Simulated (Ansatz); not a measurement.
Zincblende BeSe was put through Ansatz (plane waves). The geometry is the r2SCAN minimum.

The cell:
```
Be Se
1.0
     0.00000    2.58104    2.58104
     2.58104    0.00000    2.58104
     2.58104    2.58104    0.00000
Be Se
1 1
Direct
  0.00000 0.00000 0.00000
  0.25000 0.25000 0.25000
```

Abridged output:
```
Pseudopotential: Be, paw, valence charge 2, recommended cutoff 500 eV (meta_gga)
Pseudopotential: Se, paw, valence charge 16, recommended cutoff 500 eV (meta_gga)
Functional definition: r2SCAN
Crystal: 2 atoms, lattice volume = 34.388 Å³
Basis set: ecut = 500 eV, 893 PW (Γ)
Bands: 13, of which v1, the nominal top of the filled ones, is band 9 counted from 1 (8 counted from 0)
Symmetry: 24 space group operations
Space group: F-43m (ITA 216)
k-points: 8 of 64 (time reversal used)
preconditioner: auto → none  [insulator: Δε(μ)=3.098 eV  ℏωp=17.9 eV]
Free energy (F): -5573.282915 eV
Fermi energy:    6.616313 eV
--- G₀W₀: contour deformation, 6 samples at zero and on the imaginary axis and 2 off it, 64 q-points, 129 empty bands' worth ---
    ik  band        ε_KS         Σx   Σc(E_QP)       V_xc       Z   E_QP_lin       E_QP  E_QP is
     0     8      6.6163   -18.1914     1.5722   -15.8732  0.8067     5.8662     5.8703  root
     0     9      6.6163   -18.1914     1.5722   -15.8732  0.8067     5.8662     5.8703  root
     0    10     11.6507    -8.0927    -4.4026   -12.6881  0.8146    11.8439    11.8435  root
     0    11     12.2049    -5.9938    -4.2893   -10.6217  0.8089    12.5446    12.5436  root
     1     8      5.9933   -17.7796     1.6942   -15.3109  0.8033     5.2141     5.2189  root
     1     9      5.9933   -17.7796     1.6942   -15.3109  0.8033     5.2141     5.2189  root
     1    10     11.6947    -7.0322    -4.2566   -11.5235  0.8131    11.9299    11.9294  root
     1    11     13.1192    -6.1129    -4.4705   -10.9166  0.8045    13.4535    13.4524  root
     2     8      5.5349   -17.6991     1.8400   -15.0552  0.8001     4.7255     4.7310  root
     2     9      5.5349   -17.6991     1.8400   -15.0552  0.8001     4.7255     4.7310  root
     2    10     11.5149    -7.3258    -4.2084   -11.7620  0.8136    11.7431    11.7427  root
     2    11     13.1602    -5.8100    -4.4070   -10.5263  0.8084    13.4703    13.4694  root
     3     8      4.9703   -17.2372     1.9359   -14.4753  0.7972     4.1382     4.1444  root
     3     9      4.9703   -17.2372     1.9359   -14.4753  0.7972     4.1382     4.1444  root
     3    10     10.9253    -5.8182    -4.0206   -10.0277  0.8175    11.1144    11.1140  root
     3    11     12.9377    -6.3591    -4.3537   -10.9365  0.8111    13.1619    13.1614  root
     6     8      3.9317   -17.1639     2.2808   -14.0026  0.7884     3.0428     3.0513  root
     6     9      3.9317   -17.1639     2.2808   -14.0026  0.7884     3.0428     3.0513  root
     6    10      9.7292    -5.3874    -3.8078    -9.2905  0.8260     9.8246     9.8245  root
     6    11     11.2836    -6.2509    -3.9742   -10.4307  0.8184    11.4895    11.4891  root
```

The points are ik 0 = (0, 0, 0) (Γ), ik 1 = (0, 0, 1/4), ik 2 = (0, 0, -1/2), ik 3 = (0, 1/4, 1/4), ik 6 = (0, -1/2, -1/2); band 9 is the last filled one.

Problem. Write the input file that gave this output.

Solution.
```yaml
crystal:
  # lattice and atoms as above
kpoints:
  mp_grid: { grid: [4, 4, 4] }
hamiltonian:
  xc: r2scan
scf:
  occupations: { method: fixed }
gw:
  n_empty_bands: 129
  ecut_chi: 140
  qp_bands: [v2, c2]
  qp_kpoints: band_edges
  screening: { model: contour_deformation }
```
The quasiparticle table needs the gw block. Not every key shows in the log; this is the file that was used.

Command: `ansatz run input.yaml --threads 2 --pin off --max-ram 3686MiB --backend cpu --events-out ev --progress --plain --runs-dir out`. It took 11 s on 2 threads of Arm Neoverse V1, with other jobs on the host; peak host memory 0.42 GiB.

(Simulation; spin polarisation is off.)

Spin-orbit coupling is left out.
